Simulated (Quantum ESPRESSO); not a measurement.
# Ge (I4_1/amd) in Quantum ESPRESSO: single point with PBE

Aim: the single point of Ge with PBE.

Everything below comes from runs of Quantum ESPRESSO 7.5. Logs are shortened: lines on timing, memory, paths and dates and some standing lists are left out, and cuts for length are marked.

## Step 1: Starting point

The structure is tetragonal, space group I4_1/amd (No. 141). The conventional cell has a = 3.920 Å, b = 3.920 Å, c = 5.976 Å, α = 90.00°, β = 90.00°, γ = 90.00°. Ge (site symmetry -4m2) has 4 Ge at 2.46 Å as nearest neighbours.

## Step 2: Single point, PBE

pw.in

```
&CONTROL
  calculation = 'scf'
  prefix = 'pwscf'
  outdir = './tmp'
  pseudo_dir = './pseudo'
  tprnfor = .true.
  tstress = .true.
  disk_io = 'nowf'
/
&SYSTEM
  ibrav = 0
  nat = 2
  ntyp = 1
  ecutwfc = 78
  nbnd = 21
  occupations = 'smearing'
  smearing = 'gaussian'
  degauss = 0.00073499
/
&ELECTRONS
  conv_thr = 4d-10
  electron_maxstep = 120
  mixing_beta = 0.5
/
ATOMIC_SPECIES
Ge    72.6300 Ge.upf
CELL_PARAMETERS angstrom
   0.0000000000    2.7720000000    2.9879850000
   2.7720000000    0.0000000000    2.9879850000
   2.7720000000    2.7720000000    0.0000000000
ATOMIC_POSITIONS crystal
Ge     0.0000000000    0.0000000000    0.0000000000
Ge     0.2500000000    0.2500000000    0.2500000000
K_POINTS automatic
10 10 10 0 0 0
```

Potentials or basis: PseudoDojo 0.4.1 SR PBE standard.

On the command line:

```
> OMP_NUM_THREADS=1 pw.x -in pw.in > pw.out
```

pw.out:

```text
This program is part of the open-source Quantum ESPRESSO suite
     for quantum simulation of materials; please cite
         "P. Giannozzi et al., J. Phys.:Condens. Matter 21 395502 (2009);
         "P. Giannozzi et al., J. Phys.:Condens. Matter 29 465901 (2017);
         "P. Giannozzi et al., J. Chem. Phys. 152 154105 (2020);
     in publications or presentations arising from this work. More details at

     Message from routine setup:
     using ibrav=0 with symmetry is DISCOURAGED, use correct ibrav instead

     G-vector sticks info
     --------------------
     sticks:   dense  smooth     PW     G-vecs:    dense   smooth      PW
     Sum        1241    1241    363                28863    28863    4621

     Using Slab Decomposition

     bravais-lattice index     =            0
     lattice parameter (alat)  =       7.7021  a.u.
     unit-cell volume          =     309.8785 (a.u.)^3
     number of atoms/cell      =            2
     number of atomic types    =            1
     number of electrons       =        28.00
     number of Kohn-Sham states=           21
     kinetic-energy cutoff     =      78.0000  Ry
     charge density cutoff     =     312.0000  Ry
     scf convergence threshold =      4.0E-10
     mixing beta               =       0.5000
     number of iterations used =            8  plain     mixing
     Exchange-correlation= PBE
                           (   1   4   3   4   0   0   0)

     celldm(1)=   7.702121  celldm(2)=   0.000000  celldm(3)=   0.000000
     celldm(4)=   0.000000  celldm(5)=   0.000000  celldm(6)=   0.000000

     crystal axes: (cart. coord. in units of alat)
               a(1) = (   0.000000   0.680114   0.733106 )
               a(2) = (   0.680114   0.000000   0.733106 )
               a(3) = (   0.680114   0.680114   0.000000 )

     reciprocal axes: (cart. coord. in units 2 pi/alat)
               b(1) = ( -0.735171  0.735171  0.682029 )
               b(2) = (  0.735171 -0.735171  0.682029 )
               b(3) = (  0.735171  0.735171 -0.682029 )

     PseudoPot. # 1 for Ge read from file:
     Ge.upf
     Pseudo is Norm-conserving + core correction, Zval = 14.0
     Generated using ONCVPSP code by D. R. Hamann
     Using radial grid of 1560 points,  6 beta functions with:
                l(1) =   0
                l(2) =   0
                l(3) =   1
                l(4) =   1
                l(5) =   2
                l(6) =   2

     atomic species   valence    mass     pseudopotential
     Ge               14.00    72.63000     Ge( 1.00)

     16 Sym. Ops., with inversion, found ( 8 have fractional translation)

   Cartesian axes

     site n.     atom                  positions (alat units)
         1        Ge     tau(   1) = (   0.0000000   0.0000000   0.0000000  )
         2        Ge     tau(   2) = (   0.3400570   0.3400570   0.3665531  )

     number of k points=   102  Gaussian smearing, width (Ry)=  0.0007

     Number of k-points >= 100: set verbosity='high' to print them.

     Dense  grid:    28863 G-vectors     FFT dimensions: (  48,  48,  48)

     Initial potential from superposition of free atoms

     starting charge      27.9984, renormalised to      28.0000
     Starting wfcs are   18 randomized atomic wfcs +    3 random wfcs

     Self-consistent Calculation

     iteration #  1     ecut=    78.00 Ry     beta= 0.50
     Davidson diagonalization with overlap
     ethr =  1.00E-02,  avg # of iterations =  5.2

     Threshold (ethr) on eigenvalues was too large:
     Diagonalizing with lowered threshold

     Davidson diagonalization with overlap
     ethr =  1.15E-04,  avg # of iterations =  3.5

     total energy              =    -357.28118839 Ry
     estimated scf accuracy    <       0.03285446 Ry

     iteration #  2     ecut=    78.00 Ry     beta= 0.50
     Davidson diagonalization with overlap
     ethr =  1.17E-04,  avg # of iterations =  1.0

     total energy              =    -357.28086281 Ry
     estimated scf accuracy    <       0.00634963 Ry

     iteration #  3     ecut=    78.00 Ry     beta= 0.50
     Davidson diagonalization with overlap
     ethr =  2.27E-05,  avg # of iterations =  2.1

     total energy              =    -357.28119272 Ry
     estimated scf accuracy    <       0.00008322 Ry

     iteration #  4     ecut=    78.00 Ry     beta= 0.50
     Davidson diagonalization with overlap
     ethr =  2.97E-07,  avg # of iterations =  5.2

     total energy              =    -357.28120853 Ry
     estimated scf accuracy    <       0.00000643 Ry

     iteration #  5     ecut=    78.00 Ry     beta= 0.50
     Davidson diagonalization with overlap
     ethr =  2.30E-08,  avg # of iterations =  1.2

     total energy              =    -357.28120865 Ry
     estimated scf accuracy    <       0.00000062 Ry

     iteration #  6     ecut=    78.00 Ry     beta= 0.50
     Davidson diagonalization with overlap
     ethr =  2.22E-09,  avg # of iterations =  2.0

     total energy              =    -357.28120890 Ry
     estimated scf accuracy    <       0.00000015 Ry

     iteration #  7     ecut=    78.00 Ry     beta= 0.50
     Davidson diagonalization with overlap
     ethr =  5.26E-10,  avg # of iterations =  2.0

     total energy              =    -357.28120893 Ry
     estimated scf accuracy    <          2.3E-09 Ry

     iteration #  8     ecut=    78.00 Ry     beta= 0.50
     Davidson diagonalization with overlap
     ethr =  8.05E-12,  avg # of iterations =  2.1

     total energy              =    -357.28120893 Ry
     estimated scf accuracy    <          1.6E-09 Ry

     iteration #  9     ecut=    78.00 Ry     beta= 0.50
     Davidson diagonalization with overlap
     ethr =  5.70E-12,  avg # of iterations =  2.0

     End of self-consistent calculation

     Number of k-points >= 100: set verbosity='high' to print the bands.

     the Fermi energy is     9.3929 ev

!    total energy              =    -357.28120893 Ry
     estimated scf accuracy    <          3.0E-11 Ry
     smearing contrib. (-TS)   =      -0.00000310 Ry
     internal energy E=F+TS    =    -357.28120583 Ry

     The total energy is F=E-TS. E is the sum of the following terms:
     one-electron contribution =    -184.34878656 Ry
     hartree contribution      =     111.11526122 Ry
     xc contribution           =     -87.30239920 Ry
     ewald contribution        =    -196.74528129 Ry

     convergence has been achieved in   9 iterations

     Forces acting on atoms (cartesian axes, Ry/au):

     atom    1 type  1   force =     0.00000000    0.00000000   -0.00000000
     atom    2 type  1   force =    -0.00000000   -0.00000000    0.00000000

     Total force =     0.000000     Total SCF correction =     0.000000

     Computing stress (Cartesian axis) and pressure

          total   stress  (Ry/bohr**3)                   (kbar)     P=       27.09
   0.00031665   0.00000000   0.00000000           46.58        0.00        0.00
  -0.00000000   0.00031665   0.00000000           -0.00       46.58        0.00
   0.00000000  -0.00000000  -0.00008086            0.00       -0.00      -11.89

=------------------------------------------------------------------------------=
   JOB DONE.
=------------------------------------------------------------------------------=
```

Run time: 73 s. Hardware: 1 thread of Intel Xeon 6975P-C (Granite Rapids), shared host; peak memory 0.18 GiB.

Results:

```yaml
Free_energy: -4861.0585 eV
Pressure: 2.7 GPa
Band_gap_on_the_k_mesh: none (metal or under the smearing width)
```

Stress tensor (GPa, compression positive):
```
 4.66  0.00  0.00
 0.00  4.66  0.00
 0.00  0.00 -1.19
```
